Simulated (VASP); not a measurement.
# MgTe: band structure with MS2

Crystal: MgTe.

```xyz
2
Lattice="0.0000 3.2320 3.2320 3.2320 0.0000 3.2320 3.2320 3.2320 0.0000" Properties=species:S:1:pos:R:3 pbc="T T T"
Te    1.6160    1.6160    1.6160
Mg    0.0000    0.0000    0.0000
```

The cell comes from a database or a generator and needn't be the stable form of this composition.

| Quantity | Value |
| --- | --- |
| Program | VASP 6.6.1 |
| Task | band structure |
| Functional | MS2 |
| Potentials or basis | VASP PAW PBE potentials, release 54 (Te, Mg) |
| Cutoff | 800 eV |
| k mesh | 5 × 5 × 5 |
| Occupations | gaussian, width 0.05 eV |
| Spin | spin-orbit coupling, no magnetisation |
| Further INCAR settings | ALGO = Normal; EDIFF = 1e-05 |

```
Pressure                                              : -0.1 GPa
Valence electrons inside the program's atomic spheres : Te 3.54; Mg 0.32
```

It took 21 min on 1 thread of Intel(R) Xeon(R) Platinum 8488C (Sapphire Rapids), on a shared host, peak memory 0.68 GiB.

Caveat: the PAW data sets were made with another functional, which shifts forces and pressure a little.
